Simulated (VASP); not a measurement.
A run of VASP 6.6.1 is set up as follows.

File INCAR:

```
SYSTEM = SiC
  ALGO = Normal
  EDIFF = 1E-7
  EDIFFG = -0.01
  ENCUT = 600
  IBRION = 2
  ISIF = 2
  ISMEAR = 0
  LASPH = .True.
  LCHARG = .False.
  LREAL = .False.
  LWAVE = .False.
  NELM = 80
  NSW = 40
  PREC = Accurate
  SIGMA = 0.03
```

File KPOINTS:

```
k-points
0
Gamma
  10 10 10
  0 0 0
```

File POSCAR:

```
SiC                                     
1.0
    0.0000000000      2.1360113078      2.1360113078
    2.1360113078      0.0000000000      2.1360113078
    2.1360113078      2.1360113078      0.0000000000
  Si              C             
     1     1
Direct
     0.0000000000000000    0.0000000000000000    0.0000000000000000
     0.2500000000000000    0.2500000000000000    0.2500000000000000
```

Potentials or basis: VASP PAW LDA potentials, release 64 (Si, C).

Launch:

```bash
$ cat potpaw_LDA.64/Si/POTCAR potpaw_LDA.64/C/POTCAR > POTCAR
$ mpirun -np 1 vasp_std > vasp.out
```

(1) Estimate the band gap on the k mesh.

Results:

(1) 1.25 eV, indirect (least direct gap 4.56 eV).

Caveat: the relaxation stopped at its first step, so nothing moved.
